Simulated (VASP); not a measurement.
# Te2Mo in VASP: notebook

Runs on Te2Mo. Level: PBE. Tasks: single point.

All numbers are computed with VASP 6.6.1; they aren't measurements. Logs are shortened: lines on timing, memory, paths and dates and some standing lists are left out, and cuts for length are marked.

## (1) The structure

The cell holds a slab with vacuum, 3 atoms: a = 3.518 Å, b = 3.518 Å, c = 7.605 Å, α = 90.00°, β = 90.00°, γ = 120.00°.

## (2) Single point, PBE

Input file INCAR:

```
SYSTEM = Te2Mo
PREC = Accurate ; ENCUT = 460
EDIFF = 1E-7 ; ISMEAR = 0
SIGMA = 0.05 ; LREAL = .FALSE.
LASPH = .TRUE. ; NELM = 120
ALGO = Normal ; ISIF = 2
LWAVE = .FALSE. ; LCHARG = .FALSE.
LDIPOL = .TRUE. ; IDIPOL = 3
DIPOL = 0.5 0.5 0.500 ; GGA = PE
NBANDS = 24 ; LVHAR = .TRUE.
LVACPOTAV = .TRUE.
```

Input file KPOINTS:

```
Automatic mesh
0
G
  7 7 1
  0 0 0
```

Input file POSCAR:

```
Te2Mo
1.0
    3.5182000000      0.0000000000      0.0000000000
   -1.7591000000      3.0468505800      0.0000000000
    0.0000000000      0.0000000000      7.6051888000
Te Mo
2 1
Direct
    0.3333333333      0.6666666667      0.2629783497
    0.3333333333      0.6666666667      0.7370216503
    0.6666666667      0.3333333333      0.5000000000
```

Potentials or basis: VASP PAW PBE potentials, release 64 (Te, Mo_sv).

The run is started by

```
cat potpaw_PBE.64/Te/POTCAR potpaw_PBE.64/Mo_sv/POTCAR > POTCAR
mpirun -np 1 vasp_std > vasp.out
```

OUTCAR:

```text
SYSTEM = Te2Mo
   PREC = Accurate
   ENCUT = 460
   EDIFF = 1E-7
   ISMEAR = 0
   LREAL = .FALSE.
   LASPH = .TRUE.
   NELM = 120
   ISIF = 2
   GGA = PE

 Found      8 irreducible k-points:

 Following reciprocal coordinates:
            Coordinates               Weight
  0.000000  0.000000  0.000000      1.000000
  0.142857 -0.000000  0.000000      6.000000
  0.285714 -0.000000  0.000000      6.000000
  0.428571  0.000000  0.000000      6.000000
  0.142857  0.142857  0.000000      6.000000
  0.285714  0.142857  0.000000     12.000000
   k-points           NKPTS =      8   k-points in BZ     NKDIM =      8   number of bands    NBANDS=     24
   number of dos      NEDOS =    301   number of ions     NIONS =      3
   total plane-waves  NPLWV =  42336
   dimension x,y,z NGX =    28 NGY =   28 NGZ =   54
   dimension x,y,z NGXF=    56 NGYF=   56 NGZF=  108
   ions per type =               2   1
   NGX,Y,Z   is equivalent  to a cutoff of  13.23, 13.23, 11.80 a.u.
   NGXF,Y,Z  is equivalent  to a cutoff of  26.46, 26.46, 23.61 a.u.
 SYSTEM =  Te2Mo
   PREC   = accura    normal or accurate (medium, high low for compatibility)
   ISTART =      0    job   : 0-new  1-cont  2-samecut
   ICHARG =      2    charge: 1-file 2-atom 10-const
   ISPIN  =      1    spin polarized calculation?
   LNONCOLLINEAR =      F non collinear calculations
   LSORBIT =      F    spin-orbit coupling
   LASPH  =      T    aspherical Exc in radial PAW
   ENCUT  =  460.0 eV  33.81 Ry    5.81 a.u.   6.15  6.15 13.30*2*pi/ulx,y,z
   NELM   =    120;   NELMIN=  2; NELMDL= -5     # of ELM steps
   EDIFF  = 0.1E-06   stopping-criterion for ELM
   LREAL  =      F    real-space projection
   EDIFFG = 0.1E-05   stopping-criterion for IOM
   NSW    =      0    number of steps for IOM
   IBRION =     -1    ionic relax: 0-MD 1-quasi-New 2-CG
   NFREE  =      0    steps in history (QN), initial steepest desc. (CG)
   ISIF   =      2    stress and relaxation
   ISYM   =      2    0-nonsym 1-usesym 2-fastsym
   POTIM  = 0.5000    time-step for ionic-motion
   TEBEG  =    0.0;   TEEND  =   0.0 temperature during run
   PSTRESS=    0.0 pullay stress
   NELECT =      26.0000    total number of electrons
   NUPDOWN=      -1.0000    fix difference up-down
   EMIN   =  10.00;   EMAX   =-10.00  energy-range for DOS
   EFERMI =   0.00;   METHOD = LEGACY
   ISMEAR =     0;   SIGMA  =   0.05  broadening in eV -4-tet -1-fermi 0-gaus
   EFERMI_NEDOS =   21; number of points for ismear=-14 and -15
   IALGO  =     38    algorithm
   IMIX   =      4    mixing-type and parameters
     AMIX     =   0.40;   BMIX     =  1.00
     AMIX_MAG =   1.60;   BMIX_MAG =  1.00
  volume/ion in A,a.u.               =      27.17       183.38
  Fermi-wavevector in a.u.,A,eV,Ry     =   1.118507  2.113672 17.021677  1.251058
  Thomas-Fermi vector in A             =   2.255139
   LORBIT       =      0    0 simple, 1 ext, 2 COOP (PROOUT), +10 PAW based schemes
   GGA     = PE    functional components
   LHFCALC =     F    Hartree Fock is set to
   AEXX    =    0.0000 exact exchange contribution
   IVDW    =     0    specifies the selected vdW correction
   LEPSILON=     F    determine dielectric tensor
   LRPA    =     F    only Hartree local field effects (RPA)
 non-spin polarized calculation
 Gauss-broadening in eV      SIGMA  =   0.05
  energy-cutoff  :      460.00
  volume of cell :       81.52
 maximum number of plane-waves:      1840
 NGX is ok and might be reduce to    28
   NGX = 13   NGY = 13   NGZ = 27

 number of electron      26.0000001 magnetization

 dipolmoment           0.000000      0.000000      0.000000 electrons x Angstroem

 Free energy of the ion-electron system (eV)
  ---------------------------------------------------
  ext. energy  EPLUGINS =         0.00000000
  ---------------------------------------------------
  free energy    TOTEN  =       -17.68662907 eV

  energy without entropy =      -17.68662907  energy(sigma->0) =      -17.68662907

 E-fermi :   7.0991     XC(G=0):  -9.8221

 val. band max:        6.7797053155   @ k =   0.2857   0.2857   0.0000
 cond. band min:       8.1026108567   @ k =   0.2857   0.1429   0.0000
 fundamental gap:      1.3229055412
 Fermi energy:         7.0990651252

 k-point     1 :       0.0000    0.0000    0.0000
  band No.  band energies     occupation
      1     -53.6247      2.00000
      2     -27.7588      2.00000
      3     -27.6902      2.00000
      4     -27.6902      2.00000
      5      -5.7422      2.00000
      6      -4.6291      2.00000
[... 16 lines left out ...]
     23      17.2586      0.00000
     24      18.1882      0.00000

 k-point     2 :       0.1429   -0.0000    0.0000
  band No.  band energies     occupation
      1     -53.6229      2.00000
      2     -27.7533      2.00000
      3     -27.7150      2.00000
      4     -27.6960      2.00000
      5      -5.4596      2.00000
      6      -4.4357      2.00000
[... 16 lines left out ...]
     23      17.0619      0.00000
     24      17.3673      0.00000

 k-point     3 :       0.2857   -0.0000    0.0000
  band No.  band energies     occupation
      1     -53.6187      2.00000
      2     -27.7703      2.00000
      3     -27.7409      2.00000
      4     -27.7089      2.00000
      5      -4.7000      2.00000
      6      -3.9225      2.00000
[... 16 lines left out ...]
     23      17.5277      0.00000
     24      17.7054      0.00000

 k-point     4 :       0.4286    0.0000    0.0000
  band No.  band energies     occupation
      1     -53.6154      2.00000
      2     -27.8143      2.00000
      3     -27.7310      2.00000
      4     -27.7192      2.00000
      5      -3.8585      2.00000
      6      -3.3821      2.00000
[... 16 lines left out ...]
     23      16.2457      0.00000
     24      17.3844      0.00000

 k-point     5 :       0.1429    0.1429    0.0000
  band No.  band energies     occupation
      1     -53.6198      2.00000
      2     -27.7516      2.00000
      3     -27.7444      2.00000
      4     -27.7088      2.00000
      5      -4.9353      2.00000
      6      -4.0791      2.00000
[... 16 lines left out ...]
     23      16.5544      0.00000
     24      17.1822      0.00000

 k-point     6 :       0.2857    0.1429    0.0000
  band No.  band energies     occupation
      1     -53.6161      2.00000
      2     -27.7942      2.00000
      3     -27.7332      2.00000
      4     -27.7274      2.00000
      5      -4.0971      2.00000
      6      -3.5226      2.00000
[... 16 lines left out ...]
     23      16.7661      0.00000
     24      17.8738      0.00000

 [... further k-points ...]

------------------------ aborting loop because EDIFF is reached ----------------------------------------

  FORCE on cell =-STRESS in cart. coord.  units (eV):
  Direction    XX          YY          ZZ          XY          YZ          ZX
  --------------------------------------------------------------------------------------
  -------------------------------------------------------------------------------------
  Total        0.7574299      0.7574299      3.8998725      0.0000000     -0.0000000     -0.0000000
  in kB       14.8857713     14.8857713     76.6442017      0.0000000     -0.0000000     -0.0000000
  external PRESSURE =      35.4719148 kB  Pullay stress =       0.0000000 kB

 VOLUME and BASIS-vectors are now :
 -----------------------------------------------------------------------------
  energy-cutoff  :      460.00
  volume of cell :       81.52
      direct lattice vectors                 reciprocal lattice vectors
     3.518200000  0.000000000  0.000000000     0.284236257  0.164103879  0.000000000
    -1.759100000  3.046850580  0.000000000     0.000000000  0.328207759  0.000000000
     0.000000000  0.000000000  7.605188800     0.000000000  0.000000000  0.131489175

 POSITION                                       TOTAL-FORCE (eV/Angst)
 -----------------------------------------------------------------------------------
     -0.00000      2.03123      2.00000         0.000000      0.000000     -0.139972
     -0.00000      2.03123      5.60519         0.000000      0.000000      0.139972
      1.75910      1.01562      3.80259        -0.000000     -0.000000      0.000000
 -----------------------------------------------------------------------------------
    total drift:                               -0.000000      0.000000      0.000000

  FREE ENERGIE OF THE ION-ELECTRON SYSTEM (eV)
  ---------------------------------------------------
  free  energy   TOTEN  =       -17.6866290737 eV

  energy  without entropy=      -17.6866290737  energy(sigma->0) =      -17.68662907
```

It took 23 s on 1 thread of Intel Xeon Platinum 8559C (Emerald Rapids), shared host; peak memory 0.19 GiB.

These settings aren't checked as converged: the numbers below hold their error.

Results:

| Item | Value |
| --- | --- |
| Free energy | -17.6866 eV |
| Largest force | 0.140 eV/Å |
| Band gap on the k mesh | 1.32 eV, indirect (least direct gap 1.47 eV) |

Caveat: spin-orbit coupling is left out, which moves the levels of the heavy elements.

## (3) Single point, PBE

This run uses another cell than the first one, of 41.47 Å³/atom, 1.526 times its volume.

INCAR is that of step 2.

Input file KPOINTS:

```
Automatic mesh
0
G
  6 6 1
  0 0 0
```

Input file POSCAR:

```
Te2Mo
1.0
    3.5182000000      0.0000000000      0.0000000000
   -1.7591000000      3.0468505800      0.0000000000
    0.0000000000      0.0000000000     11.6051888000
Te Mo
2 1
Direct
    0.3333333333      0.6666666667      0.3446734102
    0.3333333333      0.6666666667      0.6553265898
    0.6666666667      0.3333333333      0.5000000000
```

Potentials or basis: VASP PAW PBE potentials, release 64 (Te, Mo_sv).

The run is started by

```
cat potpaw_PBE.64/Te/POTCAR potpaw_PBE.64/Mo_sv/POTCAR > POTCAR
mpirun -np 1 vasp_std > vasp.out
```

OUTCAR:

```text
SYSTEM = Te2Mo
   PREC = Accurate
   ENCUT = 460
   EDIFF = 1E-7
   ISMEAR = 0
   LREAL = .FALSE.
   LASPH = .TRUE.
   NELM = 120
   ISIF = 2
   GGA = PE

 Found      7 irreducible k-points:

 Following reciprocal coordinates:
            Coordinates               Weight
  0.000000  0.000000  0.000000      1.000000
  0.166667  0.000000  0.000000      6.000000
  0.333333  0.000000  0.000000      6.000000
  0.500000  0.000000  0.000000      3.000000
  0.166667  0.166667  0.000000      6.000000
  0.333333  0.166667  0.000000     12.000000
   k-points           NKPTS =      7   k-points in BZ     NKDIM =      7   number of bands    NBANDS=     24
   number of dos      NEDOS =    301   number of ions     NIONS =      3
   total plane-waves  NPLWV =  65856
   dimension x,y,z NGX =    28 NGY =   28 NGZ =   84
   dimension x,y,z NGXF=    56 NGYF=   56 NGZF=  168
   ions per type =               2   1
   NGX,Y,Z   is equivalent  to a cutoff of  13.23, 13.23, 12.03 a.u.
   NGXF,Y,Z  is equivalent  to a cutoff of  26.46, 26.46, 24.07 a.u.
 SYSTEM =  Te2Mo
   PREC   = accura    normal or accurate (medium, high low for compatibility)
   ISTART =      0    job   : 0-new  1-cont  2-samecut
   ICHARG =      2    charge: 1-file 2-atom 10-const
   ISPIN  =      1    spin polarized calculation?
   LNONCOLLINEAR =      F non collinear calculations
   LSORBIT =      F    spin-orbit coupling
   LASPH  =      T    aspherical Exc in radial PAW
   ENCUT  =  460.0 eV  33.81 Ry    5.81 a.u.   6.15  6.15 20.29*2*pi/ulx,y,z
   NELM   =    120;   NELMIN=  2; NELMDL= -5     # of ELM steps
   EDIFF  = 0.1E-06   stopping-criterion for ELM
   LREAL  =      F    real-space projection
   EDIFFG = 0.1E-05   stopping-criterion for IOM
   NSW    =      0    number of steps for IOM
   IBRION =     -1    ionic relax: 0-MD 1-quasi-New 2-CG
   NFREE  =      0    steps in history (QN), initial steepest desc. (CG)
   ISIF   =      2    stress and relaxation
   ISYM   =      2    0-nonsym 1-usesym 2-fastsym
   POTIM  = 0.5000    time-step for ionic-motion
   TEBEG  =    0.0;   TEEND  =   0.0 temperature during run
   PSTRESS=    0.0 pullay stress
   NELECT =      26.0000    total number of electrons
   NUPDOWN=      -1.0000    fix difference up-down
   EMIN   =  10.00;   EMAX   =-10.00  energy-range for DOS
   EFERMI =   0.00;   METHOD = LEGACY
   ISMEAR =     0;   SIGMA  =   0.05  broadening in eV -4-tet -1-fermi 0-gaus
   EFERMI_NEDOS =   21; number of points for ismear=-14 and -15
   IALGO  =     38    algorithm
   IMIX   =      4    mixing-type and parameters
     AMIX     =   0.40;   BMIX     =  1.00
     AMIX_MAG =   1.60;   BMIX_MAG =  1.00
  volume/ion in A,a.u.               =      41.47       279.83
  Fermi-wavevector in a.u.,A,eV,Ry     =   0.971534  1.835933 12.842243  0.943878
  Thomas-Fermi vector in A             =   2.101759
   LORBIT       =      0    0 simple, 1 ext, 2 COOP (PROOUT), +10 PAW based schemes
   GGA     = PE    functional components
   LHFCALC =     F    Hartree Fock is set to
   AEXX    =    0.0000 exact exchange contribution
   IVDW    =     0    specifies the selected vdW correction
   LEPSILON=     F    determine dielectric tensor
   LRPA    =     F    only Hartree local field effects (RPA)
 non-spin polarized calculation
 Gauss-broadening in eV      SIGMA  =   0.05
  energy-cutoff  :      460.00
  volume of cell :      124.40
 maximum number of plane-waves:      2812
 NGX is ok and might be reduce to    28
   NGX = 13   NGY = 13   NGZ = 41

 number of electron      25.9999997 magnetization

 dipolmoment           0.000000      0.000000      0.000000 electrons x Angstroem

 Free energy of the ion-electron system (eV)
  ---------------------------------------------------
  ext. energy  EPLUGINS =         0.00000000
  ---------------------------------------------------
  free energy    TOTEN  =       -18.00831378 eV

  energy without entropy =      -18.00831378  energy(sigma->0) =      -18.00831378

 E-fermi :   3.1370     XC(G=0):  -7.0785

 val. band max:        2.8782267836   @ k =   0.3333   0.3333   0.0000
 cond. band min:       4.0204045411   @ k =   0.3333   0.3333   0.0000
 fundamental gap:      1.1421777575
 Fermi energy:         3.1370462553

 k-point     1 :       0.0000    0.0000    0.0000
  band No.  band energies     occupation
      1     -57.7699      2.00000
      2     -31.9419      2.00000
      3     -31.8104      2.00000
      4     -31.8104      2.00000
      5      -9.7919      2.00000
      6      -8.8295      2.00000
[... 16 lines left out ...]
     23      12.0751      0.00000
     24      12.0751      0.00000

 k-point     2 :       0.1667    0.0000    0.0000
  band No.  band energies     occupation
      1     -57.7675      2.00000
      2     -31.9347      2.00000
      3     -31.8432      2.00000
      4     -31.8180      2.00000
      5      -9.4099      2.00000
      6      -8.5647      2.00000
[... 16 lines left out ...]
     23      11.9475      0.00000
     24      13.3346      0.00000

 k-point     3 :       0.3333    0.0000    0.0000
  band No.  band energies     occupation
      1     -57.7626      2.00000
      2     -31.9202      2.00000
      3     -31.9081      2.00000
      4     -31.8332      2.00000
      5      -8.4413      2.00000
      6      -7.9058      2.00000
[... 16 lines left out ...]
     23      12.0198      0.00000
     24      12.1550      0.00000

 k-point     4 :       0.5000    0.0000    0.0000
  band No.  band energies     occupation
      1     -57.7601      2.00000
      2     -31.9402      2.00000
      3     -31.9129      2.00000
      4     -31.8408      2.00000
      5      -7.7505      2.00000
      6      -7.4641      2.00000
[... 16 lines left out ...]
     23      11.3001      0.00000
     24      12.2608      0.00000

 k-point     5 :       0.1667    0.1667    0.0000
  band No.  band energies     occupation
      1     -57.7638      2.00000
      2     -31.9238      2.00000
      3     -31.8859      2.00000
      4     -31.8355      2.00000
      5      -8.7257      2.00000
      6      -8.0941      2.00000
[... 16 lines left out ...]
     23      11.7504      0.00000
     24      12.1919      0.00000

 k-point     6 :       0.3333    0.1667    0.0000
  band No.  band energies     occupation
      1     -57.7601      2.00000
      2     -31.9240      2.00000
      3     -31.9129      2.00000
      4     -31.8573      2.00000
      5      -7.7992      2.00000
      6      -7.4767      2.00000
[... 16 lines left out ...]
     23      11.6746      0.00000
     24      12.2185      0.00000

 [... further k-points ...]

------------------------ aborting loop because EDIFF is reached ----------------------------------------

  FORCE on cell =-STRESS in cart. coord.  units (eV):
  Direction    XX          YY          ZZ          XY          YZ          ZX
  --------------------------------------------------------------------------------------
  -------------------------------------------------------------------------------------
  Total        1.0606196      1.0606196      1.0216346      0.0000000      0.0000000      0.0000000
  in kB       13.6598624     13.6598624     13.1577704      0.0000000      0.0000000      0.0000000
  external PRESSURE =      13.4924984 kB  Pullay stress =       0.0000000 kB

 VOLUME and BASIS-vectors are now :
 -----------------------------------------------------------------------------
  energy-cutoff  :      460.00
  volume of cell :      124.40
      direct lattice vectors                 reciprocal lattice vectors
     3.518200000  0.000000000  0.000000000     0.284236257  0.164103879  0.000000000
    -1.759100000  3.046850580  0.000000000     0.000000000  0.328207759  0.000000000
     0.000000000  0.000000000 11.605188800     0.000000000  0.000000000  0.086168353

 POSITION                                       TOTAL-FORCE (eV/Angst)
 -----------------------------------------------------------------------------------
     -0.00000      2.03123      4.00000        -0.000000     -0.000000     -0.279771
     -0.00000      2.03123      7.60519        -0.000000     -0.000000      0.279771
      1.75910      1.01562      5.80259         0.000000      0.000000      0.000000
 -----------------------------------------------------------------------------------
    total drift:                               -0.000001      0.000000      0.000000

  FREE ENERGIE OF THE ION-ELECTRON SYSTEM (eV)
  ---------------------------------------------------
  free  energy   TOTEN  =       -18.0083137813 eV

  energy  without entropy=      -18.0083137813  energy(sigma->0) =      -18.00831378
```

stdout:

```text
POSCAR found type information on POSCAR TeMo
 POSCAR found :  2 types and       3 ions
 scaLAPACK will be used
 LDA part: xc-table for (Slater+PW92), standard interpolation
 POSCAR, INCAR and KPOINTS ok, starting setup
 FFT: planning ... GRIDC
[... 28 lines left out ...]
|                                                                             |
|     Did not find any points to average over, which means that no vacuum     |
|     field-free region was found. Please increase the size of  your cell     |
|     in the dimension of the dipole correction to obtain accurate            |
|     workfunction values.                                                    |
|                                                                             |
 -----------------------------------------------------------------------------
```

Run time: 30 s. Hardware: 1 thread of Intel Xeon Platinum 8559C (Emerald Rapids), shared host; peak memory 0.23 GiB.

The run converged, but some of its settings lie outside the range that counts as converged, so its numbers aren't taken as properties of the slab.

Results:

```yaml
Free_energy: -18.0083 eV
Largest_force: 0.280 eV/Å
Band_gap_on_the_k_mesh: 1.14 eV, direct
```

Caveat: spin-orbit coupling is left out, which moves the levels of the heavy elements.

[end of part 1 of 2]
